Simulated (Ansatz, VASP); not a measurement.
## Ca in VASP and in Ansatz

File INCAR:

```
PREC = Accurate
ENCUT = 520
EDIFF = 1E-7
ISMEAR = 1
SIGMA = 0.1
LREAL = F
LASPH = T
NELM = 60
ALGO = Normal
ISIF = 2
LWAVE = F
LCHARG = F
GGA = B5
ALDAX = 1.0
AGGAX = 1.0
AGGAC = 1.0
ALDAC = 0.0
IVDW = 12
VDW_S6 = 1.0
VDW_S8 = 2.6996
VDW_A1 = 0.4298
VDW_A2 = 4.2359
NBANDS = 11
```

The input KPOINTS:

```
regular mesh
0
Gamma
  9 9 9
```

POSCAR

```
Ca
1.0
   -2.2052049036      2.2052049036      2.1961148100
    2.2052049036     -2.2052049036      2.1961148100
    2.2052049036      2.2052049036     -2.1961148100
Ca
1
Direct
    0.5000000000      0.5000000000      0.0000000000
```

File input.yaml:

```yaml
crystal:
  lattice:
    - [-2.2052049036, 2.2052049036, 2.19611481]
    - [2.2052049036, -2.2052049036, 2.19611481]
    - [2.2052049036, 2.2052049036, -2.19611481]
  atoms:
    - { symbol: Ca, position: [0.5, 0.5, 0.0] }
hamiltonian:
  xc: blyp
  pseudopotentials: { kind: paw }
  dispersion: d3bj
kpoints:
  mp_grid: { grid: [9, 9, 9] }
  band_path:
    path:
      - [[0.0, 0.0, 0.0], [0.0, 0.0, 0.5], [-0.5, 0.5, 0.5], [0.0, 0.0, 0.0], [0.4979431938, 0.4979431938, -0.4979431938], [0.25, 0.25, 0.25], [0.0, 0.5, 0.0], [-0.4979431938, 0.5020568062, 0.4979431938], [-0.5, 0.5, 0.5]]
      - [[0.0, 0.0, 0.5], [0.25, 0.25, 0.25]]
    npoints: 14
scf:
  occupations: { method: methfessel_paxton, width: 0.1 }
  n_extra_bands: 6
output:
  forces: true
  stress: true
  eigenvalues: true
  fatbands: false
```

This isn't the form of Ca at room conditions, which is fcc.

Alike in both runs: functional BLYP; dispersion D3(BJ); k mesh 9 × 9 × 9; occupations methfessel-paxton of order 1, width 0.1 eV; no spin polarisation.

|  | VASP | Ansatz |
| --- | --- | --- |
| version | VASP 6.6.1 | Ansatz 0.2.0 |
| potentials or method | VASP PAW PBE potentials, release 64 (Ca_sv) | Ansatz PAW |
| plane-wave cutoff (eV) | 520 | 420 |
| valence electrons in the cell | 10 | 10 |
| task | single point | band structure |

```tsv
	VASP	Ansatz	Ansatz less VASP
gap on the k mesh at the Fermi level (eV)	none	none	-
pressure (GPa)	-2.1	-2.1	0.00
dispersion energy (meV/atom)	-558.9	-559.0	-0.08
```

A gap of «none» marks a metal or a gap that the smearing closes.

Caveats: pairwise dispersion overbinds metals, which lowers pressure and volume; the PAW data sets were made with another functional, which shifts forces and pressure a little (VASP); the PAW data sets come from PBE, with cores solved anew for the run's functional, which leaves a small shift of forces and pressure (Ansatz).
